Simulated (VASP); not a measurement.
The system is PtS2.

```
CELL_PARAMETERS angstrom
3.54320 0.00000 0.00000
-1.77160 3.06850 0.00000
0.00000 0.00000 5.03880
ATOMIC_POSITIONS crystal
Pt 0.00000 0.00000 0.00000
S 0.66667 0.33333 0.77300
S 0.33333 0.66667 0.22700
```

Base run:

* Program: VASP 6.6.1
* Functional: r2SCAN
* Potentials or basis: VASP PAW PBE potentials, release 64 (Pt, S)
* Cutoff: 520 eV
* k mesh: 6 × 6 × 4
* Occupations: gaussian, width 0.02 eV
* Spin: spin-orbit coupling, no magnetisation

Its results: pressure 9.4 GPa; largest force 1.240 eV/Å.

The run is repeated on the same cell with these changes: functional from r2SCAN to PBE. What comes out?

Pressure 11.2 GPa; largest force 1.246 eV/Å.

Caveats: the PAW data sets were made with another functional, which shifts forces and pressure a little (some runs); forces of over 1 eV/Å show positions far from the minimum, so gaps and moduli don't describe the material at rest (some runs).
